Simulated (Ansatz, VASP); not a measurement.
**Ir: VASP beside Ansatz**

The input INCAR:

```
SYSTEM = Ir
ALGO = Normal
EDIFF = 1E-8
ENCUT = 520
GGA = PS
ISIF = 2
ISMEAR = -1
LASPH = .True.
LCHARG = .False.
LEFG = .True.
LREAL = .False.
LWAVE = .False.
NBANDS = 10
NELM = 60
PREC = Accurate
SIGMA = 0.05
```

The input KPOINTS:

```
k-points
0
Gamma
  18 18 18
  0 0 0
```

File POSCAR:

```
Ir
1.0
    0.0000000000      1.8937549276      1.8937549276
    1.8937549276      0.0000000000      1.8937549276
    1.8937549276      1.8937549276      0.0000000000
Ir
1
Direct
    0.0000000000      0.0000000000      0.0000000000
```

Input for Ansatz:

```yaml
crystal:
  lattice:
    - [0.0, 1.8937549276, 1.8937549276]
    - [1.8937549276, 0.0, 1.8937549276]
    - [1.8937549276, 1.8937549276, 0.0]
  atoms:
    - { symbol: Ir, position: [0.0, 0.0, 0.0] }
kpoints:
  mp_grid: { grid: [18, 18, 18] }
scf:
  occupations: { method: fermi_dirac, width: 0.05 }
hamiltonian:
  xc: pbesol
  pseudopotentials: { kind: all_electron, datasets: crystal }
output:
  forces: true
  stress: true
  eigenvalues: true
  efg: { contact_densities: true }
```

Change from the starting cell: volume scaled by 0.96, crystal datasets.

Alike in both runs: task electric field gradients; functional PBEsol; k mesh 18 × 18 × 18; occupations fermi-dirac, width 0.05 eV; no spin polarisation.

```csv
,VASP,Ansatz
version,VASP 6.6.1,Ansatz 0.2.0
potentials or method,"VASP PAW PBE potentials, release 64 (Ir)","all-electron PAW with datasets made for the crystal, scalar-relativistic"
plane-wave cutoff (eV),520,see its input
```

VASP gave:

```
pressure (GPa)                                                 : 15.5
Vzz of the field gradient on the site that differs most (V/Å²) : 0.0
```

Question: Estimate Ansatz's values.

Answer: Pressure (GPa): 14.1; Vzz of the field gradient on the site that differs most (V/Å²): 0.0.

Ansatz ran all-electron here, so the differences hold the error of VASP's frozen core and of both bases. Ansatz warned: «gradients_without_spin_orbit».

Caveats: so large a pressure means that the cell lies far from this level's equilibrium, or that cutoff or potentials fall short (VASP); the potentials were made for another functional, which shifts forces and pressure (VASP). Spin-orbit coupling is left out, which matters for the levels of Ir.
